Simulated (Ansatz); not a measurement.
# Response of Li to small distortions

```
CELL_PARAMETERS angstrom
3.11100 0.00000 0.00000
-1.55550 2.69421 0.00000
0.00000 0.00000 5.09300
ATOMIC_POSITIONS crystal
Li 0.33333 0.66667 0.25000
Li 0.66667 0.33333 0.75000
```

Atom numbers follow the list: Li1, Li2.

The structure is an experimental refinement, used without relaxation.

These are results of DFT, PBE, all-electron PAW with datasets made for the crystal, scalar-relativistic in Ansatz 0.2.0, not measurements.

Sampling and basis: a Γ-centred 15×15×8 k mesh, Fermi–Dirac smearing of 0.08 eV, cutoff 100 eV (chosen by the program for this cell), no spin polarisation.

The unchanged cell is at -0.67 GPa.

In a metal, stresses and small energies carry noise from the k mesh.

x, y and z are the Cartesian axes of the cell as listed; fractional coordinates follow a strain, and an engineering shear is twice the off-diagonal strain component.

With z strained by -1.5 % at fixed volume: energy change under 1 meV/atom; stress change (xx, yy, zz, yz, xz, xy) -0.13, -0.13, 0.27, 0.00, 0.00, 0.00 GPa, compression positive.

With z strained by -3 % at fixed volume: energy change +2 meV/atom; stress change (xx, yy, zz, yz, xz, xy) -0.24, -0.24, 0.50, 0.00, 0.00, 0.00 GPa, compression positive.

Problem. With this change (atom 1 (Li) moved by (0.0000, 0.0000, 0.0300) Å), what becomes of the energy and stress and forces?

Solution. Energy change under 1 meV/atom; stress change (xx, yy, zz, yz, xz, xy) 0.00, 0.00, 0.01, 0.00, 0.00, 0.00 GPa, compression positive; change of the force on Li1 (0.000, 0.000, -0.033) eV/Å.

Problem. With this change (equal xy, yz and zx engineering shear strains of -3 %), what becomes of the energy and stress and forces?

Solution. Energy change under 1 meV/atom; stress change (xx, yy, zz, yz, xz, xy) -0.01, 0.01, 0.03, 0.16, 0.17, 0.19 GPa, compression positive; change of the force on Li2 (-0.013, 0.000, -0.002) eV/Å.

Problem. With this change (equal xy, yz and zx engineering shear strains of -1 %), what becomes of the energy and stress?

Solution. Energy change under 1 meV/atom; stress change (xx, yy, zz, yz, xz, xy) 0.00, 0.00, 0.00, 0.06, 0.06, 0.06 GPa, compression positive.

Problem. With this change (equal xy, yz and zx engineering shear strains of +2 %), what becomes of the energy and stress?

Solution. Energy change under 1 meV/atom; stress change (xx, yy, zz, yz, xz, xy) -0.01, 0.01, 0.02, -0.11, -0.11, -0.11 GPa, compression positive.

With equal xy, yz and zx engineering shear strains of -2 %: energy change under 1 meV/atom; stress change (xx, yy, zz, yz, xz, xy) -0.01, 0.01, 0.02, 0.11, 0.11, 0.12 GPa, compression positive.

Problem. With this change (equal xy, yz and zx engineering shear strains of +1 %), what becomes of the energy and stress?

Solution. Energy change under 1 meV/atom; stress change (xx, yy, zz, yz, xz, xy) 0.00, 0.00, 0.00, -0.05, -0.06, -0.06 GPa, compression positive.

Problem. With this change (equal xy, yz and zx engineering shear strains of +3 %), what becomes of the energy and stress?

Solution. Energy change under 1 meV/atom; stress change (xx, yy, zz, yz, xz, xy) -0.02, 0.02, 0.04, -0.16, -0.16, -0.17 GPa, compression positive.

Problem. What force constant does this one finite step give for Li1 along its displacement (all its periodic images move with it)?

Solution. k = −ΔF·u/|u|² = 1.11 eV/Å², so the force pulls the atom back.
